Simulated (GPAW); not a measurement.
# TiO2 (P4_2/mnm) in GPAW: further runs

Aim: see how the results for TiO2 move with the level of theory and the settings. Levels: AM05, BP86, BEEF-vdW, SCAN. Tasks: band structure, equation of state.

All numbers are computed with GPAW 26.7.0; they aren't measurements. Logs are shortened: lines on timing, memory, paths and dates and some standing lists are left out, and cuts for length are marked. The log counts tension as positive stress, the text compression.

**Experimental background.**

From “Shallow Valence Band of Rutile GeO2 and P-type Doping”, 2020, arxiv:2011.08928, for a bulk crystal of TiO2 at 1.6 K: band gap 3.03 eV (direct).

How close the calculation comes is told below.

## 1. The structure

It takes space group P4_2/mnm (No. 136, tetragonal). Conventional cell: a = 4.600 Å, b = 4.600 Å, c = 2.959 Å, α = 90.00°, β = 90.00°, γ = 90.00°. Ti (site symmetry mmm) has 6 O at 1.95 to 1.98 Å as nearest neighbours. Around O (site symmetry m2m) lie 3 Ti at 1.95 to 1.98 Å.

The cell is a database's computed one.

## 2. Band structure, AM05

run.py reads:

```python
from ase.dft.bandgap import bandgap
from ase.io import write
from ase.spacegroup import crystal
from ase.units import GPa
from gpaw import GPAW, PW, setup_paths

setup_paths.insert(0, '.')

# Ti 2b
# O 4g
atoms = crystal(['Ti', 'O'],
                basis=[[0.0, 0.0, 0.5],
                       [0.30432132, 0.30432132, 0.5]],
                spacegroup=136, setting=1,  # P4_2/mnm
                cellpar=[4.59983732, 4.59983732, 2.95921356, 90.0, 90.0, 90.0],
                primitive_cell=True)

calc = GPAW(mode=PW(800),
            xc='AM05',
            kpts={'size': (4, 4, 6), 'gamma': True},
            occupations={'name': 'fermi-dirac', 'width': 0.05},
            nbands=43,
            convergence={'density': 1e-05, 'energy': 1e-05},
            maxiter=150,
            txt='gpaw.txt')
atoms.calc = calc
energy = atoms.get_potential_energy()
forces = atoms.get_forces()
stress = atoms.get_stress()
calc.write('gs.gpw')
write('result.traj', atoms)
print(f'Energy: {energy:.6f} eV')
print('Forces (eV/A):')
print(forces.round(4))
print('Stress (GPa):', (stress / GPa).round(3))
print('Fermi level:', round(calc.get_fermi_level(), 4), 'eV')
print(f'Gap: {bandgap(calc)[0]:.4f} eV, direct: {bandgap(calc, direct=True)[0]:.4f} eV')

path = atoms.cell.bandpath('GXMGZRAZ,XR,MA', npoints=100, eps=1e-4)
bs_calc = calc.fixed_density(kpts=path, symmetry='off', nbands=61,
                             convergence={'bands': 'CBM+6.0', 'eigenstates': 1e-6}, txt='bands.txt')
bs = bs_calc.band_structure()
bs.write('bs.json')
print(f'Gap on the path: {bandgap(bs_calc)[0]:.4f} eV')
```

Potentials or basis: PAW data sets generated in the run's folder for this functional, pw.

Started as:

```bash
$ gpaw-setup -f AM05 O Ti
$ OMP_NUM_THREADS=1 python run.py
```

gpaw.txt:

```text
__  _  _
 | _ |_)|_||  |
 |__||  | ||/\| - 26.7.0

Input parameters:
  mode=PW(ecut=800.0),
  convergence={'density': 1e-05, 'energy': 1e-05},
  kpts=MonkhorstPack(size=(4, 4, 6), gamma=True),
  maxiter=150,
  nbands=43,
  occupations=Occupations(name='fermi-dirac', width=0.05),
  xc=XC(name='AM05')

Diagonalizing LCAO Hamiltonian
Converting LCAO to pw mode
    .----------.
   /|          |
  / |          |
 *  |      O   |
 |  .O---------.
 Ti/  O Ti    /
 |/       O  /
 *----------*

Atoms  # Å, Bohr magnetons
|   | symbol |        x |        y |        z |    initial magnetic moments |
|---|--------|----------|----------|----------|-----------------------------|
| 0 |     Ti | 0.000000 | 0.000000 | 1.479607 | ( 0.0000,  0.0000,  0.0000) |
| 1 |     Ti | 2.299919 | 2.299919 | 0.000000 | ( 0.0000,  0.0000,  0.0000) |
| 2 |      O | 1.399829 | 1.399829 | 1.479607 | ( 0.0000,  0.0000,  0.0000) |
| 3 |      O | 3.200009 | 3.200009 | 1.479607 | ( 0.0000,  0.0000,  0.0000) |
| 4 |      O | 0.900090 | 3.699747 | 0.000000 | ( 0.0000,  0.0000,  0.0000) |
| 5 |      O | 3.699747 | 0.900090 | 0.000000 | ( 0.0000,  0.0000,  0.0000) |

Unit cell  # Å
| periodic |        x |        y |        z |  lengths |    angles |
|----------|----------|----------|----------|----------|-----------|
|      yes | 4.599837 | 0.000000 | 0.000000 | 4.599837 | 90.000000 |
|      yes | 0.000000 | 4.599837 | 0.000000 | 4.599837 | 90.000000 |
|      yes | 0.000000 | 0.000000 | 2.959214 | 2.959214 | 90.000000 |

Number of symmetries: 8
Symmetry operations  # r_c * U_cc + t_c -> r_c
|   | kind |            matrix            |
|---|------|------------------------------|
| 0 |  E   |  1, 0, 0,  0, 1, 0,  0, 0, 1 |
| 1 |  σ   |  1, 0, 0,  0, 1, 0,  0, 0,-1 |
| 2 |  σ   |  0, 1, 0,  1, 0, 0,  0, 0, 1 |
| 3 |  C2  |  0, 1, 0,  1, 0, 0,  0, 0,-1 |
| 4 |  σ   |  0,-1, 0, -1, 0, 0,  0, 0, 1 |
| 5 |  C2  |  0,-1, 0, -1, 0, 0,  0, 0,-1 |
| 6 |  C2  | -1, 0, 0,  0,-1, 0,  0, 0, 1 |
| 7 |  i   | -1, 0, 0,  0,-1, 0,  0, 0,-1 |

BZ-sampling:
  Number of BZ points: 96
  Number of IBZ points: 28

  Monkhorst-Pack size: [4, 4, 6]
  Monkhorst-Pack shift: [0.125, 0.125, 0.08333333333333333]

K-points  # in reciprocal-cell coordinates
|     |                                coordinates |     weight |
|-----|--------------------------------------------|------------|
|   0 | (  0.00000000,   0.00000000,   0.00000000) | 0.01041667 |
|   1 | (  0.00000000,   0.00000000,   0.16666667) | 0.02083333 |
|   2 | (  0.00000000,   0.00000000,   0.33333333) | 0.02083333 |
|   3 | (  0.00000000,   0.00000000,   0.50000000) | 0.01041667 |
|   4 | (  0.25000000,  -0.25000000,   0.00000000) | 0.02083333 |
|   5 | (  0.25000000,  -0.25000000,   0.16666667) | 0.04166667 |
|   6 | (  0.25000000,  -0.25000000,   0.33333333) | 0.04166667 |
|   7 | (  0.25000000,  -0.25000000,   0.50000000) | 0.02083333 |
|   8 | (  0.25000000,   0.00000000,   0.00000000) | 0.04166667 |
|   9 | (  0.25000000,   0.00000000,   0.16666667) | 0.08333333 |
| ... |                                            |            |
|  27 | (  0.50000000,   0.50000000,   0.50000000) | 0.01041667 |

Plane wave coefficients: 3249
Cutoff: 800.0 eV

Spin-components: 1 (collinear spins)
Bands:           43
Projectors:      32
Spin-degeneracy: 2
Datatype:        complex128

Parallelization:
  kpt:    1
  domain: 1
  band:   1

Density:
  Valence electrons: 48.0
  Components: 1
  Grid points: [32 32 20]
  Charge: 0.0  # |e|

Potential:
  Grid points: [32 32 20]

species:
  Ti:
    name:    Titanium
    Z:       22.0
    valence: 12
    core:    10
    charge:  0.0  # [|e|]
    compensation charges:
      type: gauss
      rc: 0.38  # [Å]
      lmax: 2
    cutoffs:
      filter: 2.23  # [Å]
      core: 1.02  # [Å]
    projectors
    | kind |    occ | energy [eV] | rcut [Å] |
    |------|--------|-------------|----------|
    |   3s |  2.000 |     -62.328 |    1.270 |
    |   4s |  2.000 |      -4.415 |    1.270 |
    |   3p |  6.000 |     -38.737 |    1.058 |
    |   4p |  0.000 |      -1.410 |    1.058 |
    |   3d |  2.000 |      -4.262 |    1.058 |
    |    d |        |      22.949 |    1.058 |

    Using partial waves for Ti as LCAO basis

  O:
    name:    Oxygen
    Z:       8.0
    valence: 6
    core:    2
    charge:  0.0  # [|e|]
    compensation charges:
      type: gauss
      rc: 0.21  # [Å]
      lmax: 2
    cutoffs:
      filter: 1.17  # [Å]
      core: 0.83  # [Å]
    projectors
    | kind |    occ | energy [eV] | rcut [Å] |
    |------|--------|-------------|----------|
    |   2s |  2.000 |     -23.729 |    0.688 |
    |   2p |  4.000 |      -8.955 |    0.598 |
    |    s |        |       3.482 |    0.688 |
    |    p |        |      18.256 |    0.598 |
    |    d |        |       0.000 |    0.619 |

    Using partial waves for O as LCAO basis

Reference energy: -54476.009390  # eV

eigensolver:
  PPCG
  Converge bands: occupied
  niter=2

density mixing:
  MSR1-Mixer
  Pratt-step length: 0.05
  Maximum mixing coefficient: 0.75
  Old densities: 10
  SVD Regularization: 0.005
  Good broyden scale: 1.0
  Trust region scale: 1.0
  Backstep threshold: 4.0
  History deletion threshold: 6.0
  Fourier metric: weight=20.0, sigma=0.015

occupation numbers:
  Fermi-Dirac:
    width: 0.0500  # eV

poisson solver:
  ecut: 6400.0  # eV

xc functional:
  name: AM05 with 2 nearest neighbor stencil

convergence criteria:
- Maximum integral of absolute [dens]ity change: 1e-05 electrons / valence electron
- Maximum [total energy] change in last 3 cyles: 1e-05 eV / valence electron
- Maximum integral of absolute [eigenst]ate change: 4e-08 eV^2 / valence electron
maximum number of iterations: 150

SCF iterations
|iter     | |      energy | eigst |  dens |
|---------|-|-------------|-------|-------|
|iter:   1| |  -62.128018 | +0.02 |       |
|iter:   2| |  -59.242413 | -1.82 | -0.80 |
|iter:   3| |  -53.909203 | -0.64 | -0.86 |
|iter:   4| |  -53.404337 | -1.82 | -1.31 |
|iter:   5| |  -53.372496 | -2.53 | -1.58 |
|iter:   6| |  -53.357962 | -3.39 | -1.98 |
|iter:   7| |  -53.357874 | -4.59 | -2.89 |
|iter:   8| |  -53.357934c| -5.60 | -3.39 |
|iter:   9| |  -53.357893c| -6.12 | -3.46 |
|iter:  10| |  -53.357895c| -7.13 | -4.06 |
|iter:  11| |  -53.357895c| -8.07c| -4.64 |
|iter:  12| |  -53.357895c| -7.91c| -4.88 |
|iter:  13| |  -53.357895c| -8.23c| -5.18c|

Converged in 13 steps
Energy contributions relative to reference atoms: (reference = -54476.009390)

Energy contributions:
  Kinetic:          55.374055
  Coulomb:         -65.972039
  Zero:              1.324435
  External:          0.000000
  Xc:              -44.084345
  Entropy:          -0.000000
  Spinorbit:         0.000000
  ----------------------------
  Free energy:     -53.357895
  Extrapolated:    -53.357895

dipole moment: (-14.884498, -14.884498, -26.167643)  # |e|*Ang

Fermi level: 6.426
Eigenvalues  # (at kpt = [0.000, 0.000, 0.000])
| band index |      eig [eV] | occ [0-2] |
|------------|---------------|-----------|
|          0 |       -50.975 |     2.000 |
|        ... |               |           |
|         16 |         1.729 |     2.000 |
|         17 |         2.972 |     2.000 |
|         18 |         2.972 |     2.000 |
|         19 |         3.555 |     2.000 |
|         20 |         4.841 |     2.000 |
|         21 |         5.091 |     2.000 |
[... 8 lines left out ...]
|         30 |        10.119 |     0.000 |
|         31 |        12.165 |     0.000 |
|        ... |               |           |
|         42 |        24.846 |     0.000 |

Gap: 1.834 eV
Transition (v -> c):
  (s=0, k=0, n=23, [0.00, 0.00, 0.00]) -> (s=0, k=0, n=24, [0.00, 0.00, 0.00])
No difference between direct/indirect transitions

Forces  # eV/Ang
|        x |        y |       z |
|----------|----------|---------|
|  0.00000 |  0.00000 | 0.00000 |  # Ti   0
|  0.00000 |  0.00000 | 0.00000 |  # Ti   1
|  0.04110 |  0.04110 | 0.00000 |  # O    2
| -0.04110 | -0.04110 | 0.00000 |  # O    3
| -0.04117 |  0.04117 | 0.00000 |  # O    4
|  0.04117 | -0.04117 | 0.00000 |  # O    5

Stress tensor  # eV/Ang^3
|        x |        y |        z |
|----------|----------|----------|
| 0.002705 | 0.000000 | 0.000000 |
| 0.000000 | 0.002705 | 0.000000 |
| 0.000000 | 0.000000 | 0.013729 |

# Writing to gs.gpw (mode='')
```

stdout:

```text
Energy: -53.357895 eV
Forces (eV/A):
[[ 0.      0.      0.    ]
 [ 0.      0.      0.    ]
 [ 0.0411  0.0411  0.    ]
 [-0.0411 -0.0411  0.    ]
 [-0.0412  0.0412  0.    ]
 [ 0.0412 -0.0412  0.    ]]
Stress (GPa): [0.433 0.433 2.2   0.    0.    0.   ]
Fermi level: 6.4259 eV
Gap: 1.8335 eV, direct: 1.8335 eV
Gap on the path: 1.8335 eV
```

bands.txt:

```text
Diagonalizing LCAO Hamiltonian
Converting LCAO to pw mode
convergence criteria:
- Maximum integral of absolute [eigenst]ate change: 1e-06 eV^2 / valence electron
maximum number of iterations: 150

SCF iterations
|iter     | |      energy | eigst |  dens |
[... 105 lines left out ...]
         [0.5       , 0.5       , 0.17857143],
         [0.5       , 0.5       , 0.21428571],
         [0.5       , 0.5       , 0.25      ],
         [0.5       , 0.5       , 0.28571429],
         [0.5       , 0.5       , 0.32142857],
         [0.5       , 0.5       , 0.35714286],
         [0.5       , 0.5       , 0.39285714],
         [0.5       , 0.5       , 0.42857143],
         [0.5       , 0.5       , 0.46428571],
         [0.5       , 0.5       , 0.5       ]])),
  maxiter=150,
  nbands=61,
  occupations=Occupations(name='fermi-dirac', width=0.05),
  symmetry=Symmetry(point_group=False, time_reversal=False),
  xc=XC(name='AM05')
```

Run time: 1.8 min. Hardware: 1 thread of Intel Xeon 6975P-C (Granite Rapids), shared host; peak memory 0.7 GiB.

Results:

| Item | Value |
| --- | --- |
| Free energy | -53.3579 eV |
| Pressure | -1.0 GPa |
| Largest force | 0.058 eV/Å |
| Band gap on the k mesh | 1.83 eV, direct |
| Band gap along the path | 1.83 eV, direct |

Forces on the atoms (eV/Å):
```
Ti   0.000  0.000  0.000
Ti   0.000  0.000  0.000
O    0.041  0.041  0.000
O   -0.041 -0.041  0.000
O   -0.041  0.041  0.000
O    0.041 -0.041  0.000
```

Levels at the corners of the path, in eV from the valence-band top:
```csv
point,band 22,band 23,band 24,band 25,band 26,band 27
Γ,-0.46,-0.46,0.00,1.83,2.12,2.38
X,-1.65,-0.75,-0.75,2.50,2.50,3.00
M,-1.31,-1.08,-1.08,1.87,1.87,2.49
Γ,-0.46,-0.46,0.00,1.83,2.12,2.38
Z,-2.39,-1.43,-1.43,2.96,2.96,3.16
R,-2.05,-1.05,-1.05,1.88,1.88,3.18
A,-1.30,-0.68,-0.68,2.58,2.58,3.18
Z,-2.39,-1.43,-1.43,2.96,2.96,3.16
X,-1.65,-0.75,-0.75,2.50,2.50,3.00
R,-2.05,-1.05,-1.05,1.88,1.88,3.18
M,-1.31,-1.08,-1.08,1.87,1.87,2.49
A,-1.30,-0.68,-0.68,2.58,2.58,3.18
```

Caveat: the k mesh is coarse.

## 3. Band structure, BP86

run.py, as its differences from that of step 2:

```diff
@@ -1,4 +1,3 @@
 from ase.dft.bandgap import bandgap
-from ase.io import write
-from ase.spacegroup import crystal
+from ase.io import read, write
 from ase.units import GPa
@@ -8,13 +7,6 @@
 
-# Ti 2b
-# O 4g
-atoms = crystal(['Ti', 'O'],
-                basis=[[0.0, 0.0, 0.5],
-                       [0.30432132, 0.30432132, 0.5]],
-                spacegroup=136, setting=1,  # P4_2/mnm
-                cellpar=[4.59983732, 4.59983732, 2.95921356, 90.0, 90.0, 90.0],
-                primitive_cell=True)
+atoms = read('TiO2.cif')
 
 calc = GPAW(mode=PW(800),
-            xc='AM05',
+            xc='GGA_X_B88+GGA_C_P86',
             kpts={'size': (4, 4, 6), 'gamma': True},
@@ -38,3 +30,3 @@
 
-path = atoms.cell.bandpath('GXMGZRAZ,XR,MA', npoints=100, eps=1e-4)
+path = atoms.cell.bandpath('GXMGZRAZ,XR,MA', npoints=80, eps=1e-4)
 bs_calc = calc.fixed_density(kpts=path, symmetry='off', nbands=61,
```

TiO2.cif reads:

```cif
data_TiO2
_cell_length_a 4.59983732
_cell_length_b 4.59983732
_cell_length_c 2.95921356
_cell_angle_alpha 90.00000000
_cell_angle_beta 90.00000000
_cell_angle_gamma 90.00000000
_space_group_name_H-M_alt 'P4_2/mnm'
_space_group_name_Hall '-P 4n 2n'
_space_group_IT_number 136
loop_
_space_group_symop_operation_xyz
'x,y,z'
'-x,-y,-z'
'-y+1/2,x+1/2,z+1/2'
'y+1/2,-x+1/2,-z+1/2'
'-x,-y,z'
'x,y,-z'
'y+1/2,-x+1/2,z+1/2'
'-y+1/2,x+1/2,-z+1/2'
'x+1/2,-y+1/2,-z+1/2'
'-x+1/2,y+1/2,z+1/2'
'-y,-x,-z'
'y,x,z'
'-x+1/2,y+1/2,-z+1/2'
'x+1/2,-y+1/2,z+1/2'
'y,x,-z'
'-y,-x,z'
loop_
_atom_site_label
_atom_site_type_symbol
_atom_site_symmetry_multiplicity
_atom_site_Wyckoff_symbol
_atom_site_fract_x
_atom_site_fract_y
_atom_site_fract_z
_atom_site_occupancy
Ti1 Ti 2 b 0.0000000000 0.0000000000 0.5000000000 1
O1 O 4 g 0.3043213200 0.3043213200 0.5000000000 1
```

Potentials or basis: PAW data sets generated in the run's folder for this functional, pw.

Started as:

```bash
$ gpaw-setup -f GGA_X_B88+GGA_C_P86 O Ti
$ OMP_NUM_THREADS=1 python run.py
```

It took 90 s on 1 thread of Intel Xeon 6975P-C (Granite Rapids), shared host; peak memory 0.63 GiB.

The run converged. Its results:

| Quantity | Value |
| --- | --- |
| Free energy | -51.8614 eV |
| Pressure | 5.1 GPa |
| Largest force | 0.033 eV/Å |
| Band gap on the k mesh | 1.86 eV, direct |
| Band gap along the path | 1.86 eV, direct |

Forces on the atoms (eV/Å):
```
Ti   0.000  0.000  0.000
Ti   0.000  0.000  0.000
O   -0.023 -0.023  0.000
O    0.023  0.023  0.000
O    0.023 -0.023  0.000
O   -0.023  0.023  0.000
```

Stress tensor (GPa, compression positive):
```
5.22 0.00 0.00
0.00 5.22 0.00
0.00 0.00 4.98
```

Levels at the corners of the path, in eV from the valence-band top:
| point | band 22 | band 23 | band 24 | band 25 | band 26 | band 27 |
| --- | --- | --- | --- | --- | --- | --- |
| Γ | -0.46 | -0.46 | 0.00 | 1.86 | 2.15 | 2.39 |
| X | -1.65 | -0.74 | -0.74 | 2.52 | 2.52 | 3.02 |
| M | -1.31 | -1.08 | -1.08 | 1.90 | 1.90 | 2.51 |
| Γ | -0.46 | -0.46 | 0.00 | 1.86 | 2.15 | 2.39 |
| Z | -2.37 | -1.43 | -1.43 | 2.97 | 2.97 | 3.18 |
| R | -2.04 | -1.04 | -1.04 | 1.91 | 1.91 | 3.20 |
| A | -1.29 | -0.67 | -0.67 | 2.59 | 2.59 | 3.20 |
| Z | -2.37 | -1.43 | -1.43 | 2.97 | 2.97 | 3.18 |
| X | -1.65 | -0.74 | -0.74 | 2.52 | 2.52 | 3.02 |
| R | -2.04 | -1.04 | -1.04 | 1.91 | 1.91 | 3.20 |
| M | -1.31 | -1.08 | -1.08 | 1.90 | 1.90 | 2.51 |
| A | -1.29 | -0.67 | -0.67 | 2.59 | 2.59 | 3.20 |

Caveat: the k mesh is coarse.

## 4. Equation of state, BEEF-vdW

run.py reads:

```python
from ase.eos import EquationOfState
from ase.io import Trajectory, read
from ase.units import GPa
from gpaw import GPAW, PW

atoms = read('POSCAR')

traj = Trajectory('eos.traj', 'w')
volumes, energies = [], []
for x in [0.94, 0.96, 0.98, 1.0, 1.02, 1.04, 1.06]:
    a = atoms.copy()
    a.set_cell(atoms.cell * x**(1 / 3), scale_atoms=True)
    calc = GPAW(mode=PW(800),
                xc={'name': 'BEEF-vdW', 'backend': 'libvdwxc'},
                kpts={'size': (4, 4, 6), 'gamma': True},
                occupations={'name': 'fermi-dirac', 'width': 0.05},
                nbands=43,
                convergence={'density': 1e-05, 'energy': 1e-05},
                maxiter=150,
                txt=f'eos-{x:.2f}.txt')
    a.calc = calc
    energies.append(a.get_potential_energy(force_consistent=True))
    volumes.append(a.get_volume())
    calc.write(f'eos-{x:.2f}.gpw')
    traj.write(a)
    print(f'{x:.2f} {volumes[-1]:10.4f} A^3 {energies[-1]:14.6f} eV', flush=True)

v0, e0, B = EquationOfState(volumes, energies, eos='birchmurnaghan').fit()
print(f'V0 = {v0:.4f} A^3, E0 = {e0:.6f} eV, B0 = {B / GPa:.2f} GPa')
```

POSCAR reads:

```
TiO2
1.0
    4.5998373239      0.0000000000      0.0000000000
    0.0000000000      4.5998373239      0.0000000000
    0.0000000000      0.0000000000      2.9592135600
Ti O
2 4
Direct
    0.0000000000      0.0000000000      0.5000000000
    0.5000000000      0.5000000000      0.0000000000
    0.3043213200      0.3043213200      0.5000000000
    0.1956786800      0.8043213200      0.0000000000
    0.8043213200      0.1956786800      0.0000000000
    0.6956786800      0.6956786800      0.5000000000
```

Potentials or basis: GPAW PAW data sets (gpaw-data 1.2.1), pw.

Started as:

```bash
$ OMP_NUM_THREADS=1 python run.py
```

It took 4.8 min on 1 thread of Intel Xeon 6975P-C (Granite Rapids), shared host; peak memory 0.52 GiB.

It converged, with:

| Property | Result |
| --- | --- |
| Equilibrium volume | 10.75 Å³/atom |
| Bulk modulus at fixed shape and positions | 219 GPa |
| Pressure derivative of the bulk modulus | 4.6 |

Energy against volume, from the lowest point:
```tsv
volume (Å³/atom)	energy (meV/atom)
9.809	66.56
10.018	38.61
10.227	18.72
10.435	6.16
10.644	0.17
10.853	0.00
11.062	5.11
```

Caveat: the k mesh is coarse; the cell was scaled at fixed shape and fractional positions, which overstates the stiffness of a crystal with free parameters, most of all of layers and chains; the PAW data sets were made with another functional, which shifts forces and pressure a little.

(Continued in part 2 of 2.)
